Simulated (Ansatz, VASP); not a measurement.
BN in VASP and in Ansatz

INCAR

```
SYSTEM = BN
PREC = Accurate
ENCUT = 520
EDIFF = 1E-7
ISMEAR = -1
SIGMA = 0.03
LREAL = .FALSE.
LASPH = .TRUE.
NELM = 80
ALGO = Normal
ISIF = 2
LWAVE = .FALSE.
LCHARG = .TRUE.
GGA = PE
LELF = .TRUE.
LVHAR = .TRUE.
NBANDS = 11
```

KPOINTS

```
Automatic mesh
0
G
  13 13 13
  0 0 0
```

POSCAR

```
BN
1.0
    0.0000000000      1.8075000000      1.8075000000
    1.8075000000      0.0000000000      1.8075000000
    1.8075000000      1.8075000000      0.0000000000
B N
1 1
Direct
    0.0000000000      0.0000000000      0.0000000000
    0.7417012448      0.7582987552      0.7582987552
```

Input for Ansatz:

```yaml
crystal:
  lattice:
    - [0.0, 1.8075, 1.8075]
    - [1.8075, 0.0, 1.8075]
    - [1.8075, 1.8075, 0.0]
  atoms:
    - { symbol: B, position: [0.0, 0.0, 0.0] }
    - { symbol: "N", position: [0.7417012448, 0.7582987552, 0.7582987552] }
kpoints:
  mp_grid: { grid: [13, 13, 13] }
scf:
  occupations: { method: fermi_dirac, width: 0.03 }
hamiltonian:
  xc: pbe
  pseudopotentials: { kind: all_electron, lapw: { basis_error: 0.001 } }
output:
  forces: true
  stress: true
  eigenvalues: true
```

Alike in both runs: task single point; functional PBE; k mesh 13 × 13 × 13; occupations fermi-dirac, width 0.03 eV; no spin polarisation.

|  | VASP | Ansatz |
| --- | --- | --- |
| version | VASP 6.6.1 | Ansatz 0.2.0 |
| potentials or method | VASP PAW PBE potentials, release 64 (B, N) | all-electron LAPW, scalar-relativistic |
| plane-wave cutoff (eV) | 520 | see its input |

|  | VASP | Ansatz | Ansatz less VASP |
| --- | --- | --- | --- |
| gap on the k mesh at the Fermi level (eV) | 4.26 | 4.27 | +0.008 |
| pressure (GPa) | 3.6 | 3.3 | -0.26 |
| largest component of the traceless stress (GPa) | 0.77 | 0.70 | -0.071 |
| rms of the force components (eV/Å) | 0.419 | 0.417 | -0.0016 |

Atom by atom the forces differ by 0.002 eV/Å (rms over components). Ansatz ran all-electron here, so the differences hold the error of VASP's frozen core and of both bases.

Caveats: an odd mesh through Γ misses points on the zone boundary, where band edges often lie.
